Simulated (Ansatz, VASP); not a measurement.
## Rb: VASP beside Ansatz

```
Rb
1.0
    -2.83590    2.83590    2.83590
     2.83590   -2.83590    2.83590
     2.83590    2.83590   -2.83590
Rb
1
Direct
  0.00000 0.00000 0.00000
```

Alike in both runs: task single point; functional PBE; k mesh 2 × 2 × 2; occupations fermi-dirac, width 0.1 eV; no spin polarisation.

|  | VASP | Ansatz |
| --- | --- | --- |
| version | VASP 6.6.1 | Ansatz 0.2.0 |
| potentials or method | VASP PAW PBE potentials, release 64 (Rb_sv) | plane waves (420 eV) with PAW, scalar-relativistic |
| plane-wave cutoff (eV) | 520 | 420 |
| valence electrons in the cell | 9 | 9 |

|  | VASP | Ansatz | Ansatz less VASP |
| --- | --- | --- | --- |
| pressure (GPa) | -0.2 | -0.2 | 0.00 |

Caveats: the k mesh is coarse (spacing up to 0.78 Å⁻¹), so the values aren't converged.
